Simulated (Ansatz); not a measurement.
# ZnS (Wurtzite-6H) (P6_3mc) in Ansatz: a series of runs

Runs on ZnS (Wurtzite-6H). Level: PBE. Tasks: single point, relaxation of cell and atoms.

All numbers are computed with Ansatz 0.2.0; they aren't measurements. Logs are shortened: lines on timing, memory, paths and dates and some standing lists are left out, and cuts for length are marked.

**Experimental background.**

From a printed reference work, monograph, for a bulk crystal of ZnS at 4 K: band gap 3.911 eV (direct).

The runs below are set against these values where they give the same quantity.

### 1 Starting point

Symmetry: P6_3mc, No. 186, hexagonal system. Conventional cell: a = 3.812 Å, b = 3.812 Å, c = 18.690 Å, α = 90.00°, β = 90.00°, γ = 120.00°. Zn (site symmetry 3m) has 4 S at 2.33 to 2.34 Å as nearest neighbours. Zn (site symmetry 3m) is surrounded by 4 S at 2.33 to 2.34 Å. Zn (site symmetry 3m) is surrounded by 4 S at 2.33 to 2.34 Å. Around S (site symmetry 3m) lie 4 Zn at 2.33 to 2.34 Å. Around S (site symmetry 3m) lie 4 Zn at 2.33 to 2.34 Å. S (site symmetry 3m) has 4 Zn at 2.33 to 2.34 Å as nearest neighbours.

### 2 Single point, PBE

The input, input.yaml:

```yaml
crystal:
  lattice:
    - [3.812, 0.0, 0.0]
    - [-1.906, 3.3012888392, 0.0]
    - [0.0, 0.0, 18.68999]
  atoms:
    - { symbol: Zn, position: [0.3333333333, 0.6666666667, 0.83333] }
    - { symbol: Zn, position: [0.6666666667, 0.3333333333, 0.33333] }
    - { symbol: Zn, position: [0.6666666667, 0.3333333333, 0.66667] }
    - { symbol: Zn, position: [0.3333333333, 0.6666666667, 0.16667] }
    - { symbol: Zn, position: [0.0, 0.0, 0.5] }
    - { symbol: Zn, position: [0.0, 0.0, 0.0] }
    - { symbol: S, position: [0.3333333333, 0.6666666667, 0.95833] }
    - { symbol: S, position: [0.6666666667, 0.3333333333, 0.45833] }
    - { symbol: S, position: [0.6666666667, 0.3333333333, 0.79167] }
    - { symbol: S, position: [0.3333333333, 0.6666666667, 0.29167] }
    - { symbol: S, position: [0.0, 0.0, 0.625] }
    - { symbol: S, position: [0.0, 0.0, 0.125] }
hamiltonian:
  xc: pbe
  pseudopotentials: { kind: paw }
kpoints:
  mp_grid: { grid: [8, 8, 2] }
scf:
  occupations: { method: gaussian, width: 0.011 }
output:
  forces: true
  stress: true
  eigenvalues: true
```

Potentials or basis: Ansatz PAW.

Launch:

```bash
> ansatz run input.yaml --threads 4 --pin off --max-ram 11264MiB --backend cpu --events-out ev --progress --plain --runs-dir out
```

Standard output:

```text
Warning: RAYON_NUM_THREADS=4 ignored (pool sized by the plan → 4); use --threads N
Engine: ansatz 0.2.0, x86_64-unknown-linux-gnu
Pseudopotentials: kind: paw
Pseudopotential: Zn, paw, valence charge 12, recommended cutoff 420 eV (normal), Zn.paw.azcp
Pseudopotential: S, paw, valence charge 6, recommended cutoff 420 eV (normal), S.paw.azcp
Functional definition: PBE
  parameter kappa = 0.804
  parameter beta = 0.06672455060314922
  exchange = pbe_x(kappa = kappa, mu = beta*pi^2/3)
  correlation = pbe_c(beta = beta)
Crystal: 12 atoms, lattice volume = 235.204 Å³
Basis set: ecut = 420 eV, 4611 PW (Γ), exchange–correlation on 54×54×250 points (8 copies of the dense FFT grid, shifted against one another)
Bands: 66, of which v1, the nominal top of the filled ones, is band 54 counted from 1 (53 counted from 0)
Symmetry: 12 space group operations
Space group: P63mc (ITA 186), of the structure as read, at distance tolerance 6.2e-5 Å
k-points: 20 of 128
Non-local potential: Zn, projectors of the file, l = 0: 2, l = 1: 2, l = 2: 3, l = 3: 1
Non-local potential: S, projectors of the file, l = 0: 2, l = 1: 2, l = 2: 2
PAW form: soft (Blöchl's): semilocal exchange-correlation on the pseudo side does not see the compensation charge
PAW one-centre angular grid: Zn, 590 points (default); XC on 64 Gauss nodes
PAW one-centre angular grid: S, 110 points (default); XC on 64 Gauss nodes
Initial density: superposition of atomic densities (neutral atoms: chi_scale 0, normalization atom), corrected by the library's trained network
Initial wavefunctions: pseudopotential atomic-orbital guess
Functional: x = pbe(κ = 0.804, μ = 0.2195149727645171), c = pbe(β = 0.06672455060314922)
SCF iter   1: F=—  HF=-25336.349261 eV  |F-HF|=—  |Δ(HF+E_count)|=         —  Δρ=6.56e-4  dr2=2.16e-3  ethr=1.77e-3  ⟨swp⟩=7.7  Hψ=5454  notcnv=0  defer=11
preconditioner: auto → Resta (q_TF=auto, 2.396 Å⁻¹)  ε∞=6.6  [insulator: Δε(μ)=2.156 eV  Ē_g=10.663 eV  σ=0.011 eV  W_gap=1.00  n_scr=68 (ndim 8)  ℏωp=25.2 eV  f_vac=0.030  D(μ)=0.00/eV (n_scr^D=0)  ε∞_Penn≈6.6]
SCF iter   2: F=—  HF=-25336.351029 eV  |F-HF|=—  |Δ(HF+E_count)|=   1.77e-3  Δρ=4.96e-4  dr2=6.91e-4  ethr=2.00e-6  ⟨swp⟩=2.5  Hψ=2824  notcnv=0  defer=102
SCF iter   3: F=—  HF=-25336.351256 eV  |F-HF|=—  |Δ(HF+E_count)|=   2.27e-4  Δρ=3.71e-4  dr2=1.99e-4  ethr=6.40e-7  ⟨swp⟩=2.0  Hψ=2281  notcnv=0  defer=42
automatic band count: iteration 3 solves 63 bands in place of 66: the levels show a gap, and the empty bands left out lie too high to hold charge; the band table lists the bands solved (type scf.n_extra_bands for more)
SCF iter   4: F=—  HF=-25336.351134 eV  |F-HF|=—  |Δ(HF+E_count)|=   1.22e-4  Δρ=7.84e-5  dr2=1.83e-5  ethr=1.85e-7  ⟨swp⟩=2.0  Hψ=2178  notcnv=0  defer=42
SCF iter   5: F=—  HF=-25336.350922 eV  |F-HF|=—  |Δ(HF+E_count)|=   2.12e-4  Δρ=3.20e-5  dr2=5.86e-6  ethr=1.69e-8  ⟨swp⟩=2.0  Hψ=1604  notcnv=0  defer=42
SCF iter   6: F=—  HF=-25336.350923 eV  |F-HF|=—  |Δ(HF+E_count)|=   9.65e-7  Δρ=1.06e-5  dr2=3.75e-7  ethr=5.43e-9  ⟨swp⟩=2.8  Hψ=2273  notcnv=0  defer=42
SCF iter   7: F=—  HF=-25336.350923 eV  |F-HF|=—  |Δ(HF+E_count)|=   3.09e-7  Δρ=1.06e-5  dr2=1.52e-7  ethr=9.26e-11  ⟨swp⟩=10.0  Hψ=5874  notcnv=0
SCF iter   8: F=-25336.350923 eV  HF=-25336.350923 eV  |F-HF|=1.55e-8  |Δ(HF+E_count)|=   8.51e-8  Δρ=1.89e-6  dr2=8.61e-9  ethr=9.26e-11  ⟨swp⟩=4.2  Hψ=4547  notcnv=0
SCF 1 converged in 8 iterations: F = -25336.350923 eV  dr2 = 8.61e-9
SCF converged after 8 iterations
Free energy (F): -25336.350923 eV
Harris-Foulkes:  -25336.350923 eV  (|F-HF|=1.55e-8)
Internal energy: -25336.350923 eV  (E = F + TS)
E sigma→0 (E₀):  -25336.350923 eV
Fermi energy:    6.956646 eV
--- Per-component energies (eV) ---
  E_band       = 37.345910
  E_kinetic    = 1431.293861
  E_local      = -12226.451310  (includes V_loc(G=0)·N_el)
  E_nonlocal   = 3856.096445
  E_hartree    = 5113.896737
  E_xc         = -1407.161848
  E_vxc        = -838.334138  (∫ρ·V_xc dr)
  E_paw        = -14570.647828  (= ΣΔE_a)
  E_vpaw       = -2413.051919  (= ΣTr[D̂ρ^β])
  E_aug_tail   = -0.002223  (compensation charges beyond the density's cutoff)
  E_ewald      = -7533.374756
  E_smearing   = -0.000000  (= −TS)
  E_closure    = -0.000000  (closes the sum)
  Σ components = -25336.350923   (vs F -25336.350923, Δ=0.00e0)
--- Forces (eV/Å), atoms counted from 1 ---
  atom   1  Zn     0.00000000    -0.00000000     0.00250668
  atom   2  Zn     0.00000000     0.00000000     0.00250668
  atom   3  Zn     0.00000000    -0.00000000     0.01308006
  atom   4  Zn     0.00000000     0.00000000     0.01308006
  atom   5  Zn     0.00000000     0.00000000    -0.00356088
  atom   6  Zn     0.00000000    -0.00000000    -0.00356088
  atom   7  S      0.00000000     0.00000000    -0.02978064
  atom   8  S      0.00000000    -0.00000000    -0.02978064
  atom   9  S      0.00000000     0.00000000    -0.00665817
  atom  10  S      0.00000000    -0.00000000    -0.00665817
  atom  11  S     -0.00000000     0.00000000     0.02441667
  atom  12  S      0.00000000    -0.00000000     0.02441667
  max |Σ_I F_I| component: 7.46e-6 eV/Å
--- Stress (GPa, compression-positive) ---
        2.098311       0.000000      -0.000000
       -0.000000       2.098311       0.000000
       -0.000000       0.000000       2.154532
  P = ⅓ Tr σ = 2.1171 GPa (21.171 kbar)
--- Band table (eV; the first three rows and the last of 20) ---
  k-point 0: bands = ["-7.3201", "-7.1183", "-7.1101", "-6.6518", "-6.6433", "-6.3775", "-0.4887", "-0.4850", "-0.4820", "-0.4820", "-0.4775", "-0.4621", "-0.4621", "-0.4429", "-0.4429", "-0.4061", "-0.4061", "-0.3920", "-0.3920", "-0.3759", "-0.3759", "-0.3368", "-0.3289", "0.0037", "0.0037", "0.0073", "0.0073", "0.0224", "0.0224", "0.0275", "0.0275", "0.0466", "0.0466", "0.0564", "0.0564", "0.2225", "0.5364", "1.9598", "1.9692", "4.1652", "4.1824", "4.9912", "4.9912", "5.1850", "5.1850", "5.1972", "5.1972", "5.6236", "5.6236", "5.6347", "5.6347", "5.8522", "5.8756", "5.8756", "8.0377", "9.0852", "9.1337", "9.2097", "9.2414", "9.3749", "12.1556", "12.1967", "12.1967"]
  k-point 1: bands = ["-7.2665", "-7.2665", "-6.8913", "-6.8913", "-6.4528", "-6.4528", "-0.4873", "-0.4873", "-0.4749", "-0.4749", "-0.4749", "-0.4749", "-0.4458", "-0.4458", "-0.4243", "-0.4243", "-0.4243", "-0.4243", "-0.3813", "-0.3813", "-0.3813", "-0.3813", "-0.0902", "-0.0902", "0.0056", "0.0056", "0.0056", "0.0056", "0.0241", "0.0241", "0.0241", "0.0241", "0.0522", "0.0522", "0.0522", "0.0522", "1.0784", "1.0784", "3.0255", "3.0255", "5.0438", "5.0438", "5.0438", "5.0438", "5.2669", "5.2669", "5.4026", "5.4026", "5.4026", "5.4026", "5.8073", "5.8073", "5.8073", "5.8073", "8.5152", "8.5152", "9.1456", "9.1456", "9.4081", "9.4081", "12.1951", "12.1951", "12.2836"]
  k-point 2: bands = ["-7.2146", "-7.0212", "-7.0129", "-6.5773", "-6.5689", "-6.3194", "-0.5030", "-0.4982", "-0.4807", "-0.4647", "-0.4609", "-0.4388", "-0.4302", "-0.4204", "-0.4196", "-0.4070", "-0.3968", "-0.3776", "-0.3708", "-0.3634", "-0.3444", "-0.3161", "-0.3034", "-0.0123", "-0.0078", "-0.0048", "0.0051", "0.0088", "0.0185", "0.0207", "0.0354", "0.0415", "0.0513", "0.0592", "0.0613", "0.2592", "0.6936", "2.0084", "2.0166", "3.9161", "3.9415", "4.2384", "4.5176", "4.5371", "4.7453", "4.9328", "4.9673", "4.9752", "5.1269", "5.2186", "5.4627", "5.4710", "5.7213", "5.7460", "8.8234", "9.6554", "9.7849", "9.8107", "9.8798", "10.0647", "11.5267", "11.5797", "11.9102"]
  k-point 19: bands = ["-6.2172", "-6.2172", "-6.1543", "-6.1543", "-6.0953", "-6.0953", "-0.4093", "-0.4093", "-0.3754", "-0.3754", "-0.3219", "-0.3219", "-0.2918", "-0.2918", "-0.2576", "-0.2576", "-0.2041", "-0.2041", "-0.1053", "-0.1053", "-0.0753", "-0.0753", "-0.0333", "-0.0333", "0.0041", "0.0041", "0.0263", "0.0263", "0.0449", "0.0449", "0.2389", "0.2389", "0.2806", "0.2806", "0.3521", "0.3521", "1.0514", "1.0514", "1.2711", "1.2711", "1.4187", "1.4187", "2.6219", "2.6219", "2.9582", "2.9582", "3.3640", "3.3640", "3.8242", "3.8242", "4.1977", "4.1977", "4.4559", "4.4559", "10.2974", "10.2974", "10.6073", "10.6073", "11.0062", "11.0062", "11.7880", "11.7880", "12.0180"]
```

Wall time 7.1 s (4 threads of Intel Xeon Platinum 8259CL at 2.50GHz (Skylake/Cascade Lake), shared host); peak memory 0.78 GiB.

What came out:

| Quantity | Value |
| --- | --- |
| Free energy | -25336.3509 eV |
| Pressure | 2.1 GPa |
| Largest force | 0.030 eV/Å |
| Band gap on the k mesh | 2.16 eV, direct |

Forces on the atoms (eV/Å):
```
Zn   0.000  0.000  0.003
Zn   0.000  0.000  0.003
Zn   0.000  0.000  0.013
Zn   0.000  0.000  0.013
Zn   0.000  0.000 -0.004
Zn   0.000  0.000 -0.004
S    0.000  0.000 -0.030
S    0.000  0.000 -0.030
S    0.000  0.000 -0.007
S    0.000  0.000 -0.007
S    0.000  0.000  0.024
S    0.000  0.000  0.024
```

Caveat: the cell's inner coordinates are idealised or old, which leaves forces on the atoms.

### 3 Relaxation of cell and atoms, PBE

input.yaml, as its differences from that of step 2:

```diff
@@ -24,3 +24,3 @@
 scf:
-  occupations: { method: gaussian, width: 0.011 }
+  occupations: { method: fermi_dirac, width: 0.05 }
 output:
@@ -29 +29,9 @@
   eigenvalues: true
+  write_density: true
+  write_potential: true
+  elf: true
+  volumetric_format: npy
+relax:
+  f_tol: 0.01
+  max_steps: 40
+  cell: { stress_tol: 0.05 }
```

Potentials or basis: Ansatz PAW.

Launch:

```bash
> ansatz run input.yaml --threads 4 --pin off --max-ram 11264MiB --backend cpu --events-out ev --progress --plain --runs-dir out
```

It took 33 s on 4 threads of Intel Xeon Platinum 8259CL at 2.50GHz (Skylake/Cascade Lake), shared host; peak memory 0.86 GiB.

The run converged. Its results:

* Free energy: -25336.3951 eV
* Relaxed volume: 20.16 Å³/atom
* Relaxed cell: a = 3.847 Å, b = 3.847 Å, c = 18.873 Å, α = 90.00°, β = 90.00°, γ = 120.00°
* Space group after relaxing (to 0.05 Å): P6_3mc (No. 186)
* Energy gained by relaxing: 3.7 meV/atom
* Ionic steps: 4
* Pressure after relaxing: 0.0 GPa
* Band gap on the k mesh: 2.04 eV, direct

Forces in eV/Å, atoms in the order of the input:
```
Zn   0.000  0.000  0.000
Zn   0.000  0.000  0.000
Zn   0.000  0.000  0.000
Zn   0.000  0.000  0.000
Zn   0.000  0.000 -0.002
Zn   0.000  0.000 -0.002
S    0.000  0.000 -0.001
S    0.000  0.000 -0.001
S    0.000  0.000  0.000
S    0.000  0.000  0.000
S    0.000  0.000  0.002
S    0.000  0.000  0.002
```

The path:
```
step  energy change (eV)  largest force (eV/Å)  volume (Å³)
   1              0.0000                0.0298       235.20
   2             -0.0353                0.0069       239.23
   3             -0.0414                0.0022       241.90
   4             -0.0442                0.0022       241.90
```

Final structure:
```
CELL_PARAMETERS angstrom
3.84708 0.00000 0.00000
-1.92354 3.33167 0.00000
0.00000 0.00000 18.87283
ATOMIC_POSITIONS crystal
Zn 0.33333 0.66667 0.83327
Zn 0.66667 0.33333 0.33327
Zn 0.66667 0.33333 0.66679
Zn 0.33333 0.66667 0.16679
Zn 0.00000 0.00000 0.50003
Zn 0.00000 0.00000 0.00003
S 0.33333 0.66667 0.95815
S 0.66667 0.33333 0.45815
S 0.66667 0.33333 0.79164
S 0.33333 0.66667 0.29164
S 0.00000 0.00000 0.62511
S 0.00000 0.00000 0.12511
```

Levels at points of the mesh, in eV from the valence-band top:
| k point | band 51 | band 52 | band 53 | band 54 | band 55 | band 56 | band 57 | band 58 |
| --- | --- | --- | --- | --- | --- | --- | --- | --- |
| (0.00, 0.00, 0.00) | -0.23 | -0.03 | 0.00 | 0.00 | 2.04 | 3.12 | 3.19 | 3.25 |
| (0.00, 0.00, -0.50) | -0.06 | -0.06 | -0.06 | -0.06 | 2.52 | 2.52 | 3.22 | 3.22 |
| (0.00, -0.50, 0.00) | -1.21 | -1.21 | -1.05 | -0.84 | 3.40 | 3.58 | 3.63 | 3.85 |
| (0.00, -0.50, -0.50) | -1.17 | -1.17 | -0.94 | -0.94 | 3.36 | 3.36 | 3.85 | 3.85 |

Caveat: the plane-wave basis is chosen anew once the cell has moved, so the energies of steps on either side of that aren't comparable. A k mesh can miss the band edges.

### 4 How close it comes

Step 2. A measured gap of ZnS is 3.911 eV (direct; 4 K; a printed reference work, monograph); the calculated 2.16 eV misses it by -1.75 eV. The value is that of PBE on a finite k mesh, which can miss the band edges, without temperature or zero-point motion. Semilocal functionals fall short of measured gaps as a rule.
